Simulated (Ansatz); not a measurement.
Convergence of Ru

```
Ru
1.0
     2.70580    0.00000    0.00000
    -1.35290    2.34329    0.00000
     0.00000    0.00000    4.28190
Ru
2
Direct
  0.33333 0.66667 0.25000
  0.66667 0.33333 0.75000
```

Atom numbers follow the list: Ru1, Ru2.

The cell is COD entry 9017842, as deposited and not checked against the literature; nothing was relaxed.

Method: DFT, PBE, all-electron LAPW, scalar-relativistic in Ansatz 0.2.0.

Sampling and basis: a Γ-centred 14×14×8 k mesh, Fermi–Dirac smearing of 0.03 eV, basis error target 0.5 meV/atom, no spin polarisation. One setting is then changed at a time.

| LAPW cutoff (eV) | free energy less the base's (meV/atom) | P (GPa) |
| --- | --- | --- |
| 301 (base) | 0.0 | 4.49 |
| 120 | 118 | 5.83 |
| 260 | 0.3 | 4.49 |
| 320 | 0.0 | 4.49 |
| 500 | -0.1 | 4.49 |
